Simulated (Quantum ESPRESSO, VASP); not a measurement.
This is a calculation of SrCl2 for VASP 6.6.1. 

Contents of INCAR:

```
PREC     = Accurate       # precision mode
ENCUT    = 520            # plane-wave cutoff, eV
EDIFF    = 1E-7           # SCF threshold, eV
ISMEAR   = -1             # smearing method
SIGMA    = 0.05           # smearing width, eV
LREAL    = False          # projectors in reciprocal space
LASPH    = True           # aspherical terms in the spheres
NELM     = 60             # most SCF steps
ALGO     = Normal         # electronic algorithm
ISIF     = 2              # what is computed and relaxed
LWAVE    = False          # write WAVECAR
LCHARG   = True           # write CHGCAR
GGA      = PE             # functional
LELF     = True           # ELF
LVHAR    = True         
NBANDS   = 19             # bands
```

Contents of KPOINTS:

```
regular mesh
0
Gamma
  7 7 7
```

POSCAR

```
SrCl2
1.0
    0.0000000000      3.4883500000      3.4883500000
    3.4883500000      0.0000000000      3.4883500000
    3.4883500000      3.4883500000      0.0000000000
Sr Cl
1 2
Direct
    0.0000000000      0.0000000000      0.0000000000
    0.7500000000      0.7500000000      0.7500000000
    0.2500000000      0.2500000000      0.2500000000
```

Potentials or basis: VASP PAW PBE potentials, release 64 (Sr_sv, Cl).

The run is started by

```console
$ cat potpaw_PBE.64/Sr_sv/POTCAR potpaw_PBE.64/Cl/POTCAR > POTCAR
$ mpirun -np 1 vasp_std > vasp.out
```

Q: Translate it to Quantum ESPRESSO 7.5. Potentials or basis there: SSSP 1.3 efficiency PBE, cutoff 748 eV.

A: As run (cutoffs and basis follow the program's own potentials, and thresholds, step limits or extra output files can differ):

pw.in

```
&CONTROL
  calculation = 'scf'
  prefix = 'pwscf'
  outdir = './tmp'
  pseudo_dir = './pseudo'
  tprnfor = .true.
  tstress = .true.
  disk_io = 'nowf'
/
&SYSTEM
  ibrav = 0
  nat = 3
  ntyp = 2
  ecutwfc = 55
  ecutrho = 440
  nbnd = 19
  occupations = 'smearing'
  smearing = 'fd'
  degauss = 0.00367493
/
&ELECTRONS
  conv_thr = 6d-10
  electron_maxstep = 120
  mixing_beta = 0.5
/
ATOMIC_SPECIES
Sr    87.6200 Sr_pbe_v1.uspp.F.UPF
Cl    35.4500 cl_pbe_v1.4.uspp.F.UPF
CELL_PARAMETERS angstrom
   0.0000000000    3.4883500000    3.4883500000
   3.4883500000    0.0000000000    3.4883500000
   3.4883500000    3.4883500000    0.0000000000
ATOMIC_POSITIONS crystal
Sr     0.0000000000    0.0000000000    0.0000000000
Cl     0.7500000000    0.7500000000    0.7500000000
Cl     0.2500000000    0.2500000000    0.2500000000
K_POINTS automatic
7 7 7 0 0 0
```

Potentials or basis: SSSP 1.3 efficiency PBE.

Launch:

```console
$ OMP_NUM_THREADS=1 pw.x -in pw.in > pw.out
```

Both were run:

|  | VASP | Quantum ESPRESSO |
| --- | --- | --- |
| Pressure | 1.1 GPa | 1.0 GPa |

Pressure is positive in compression.
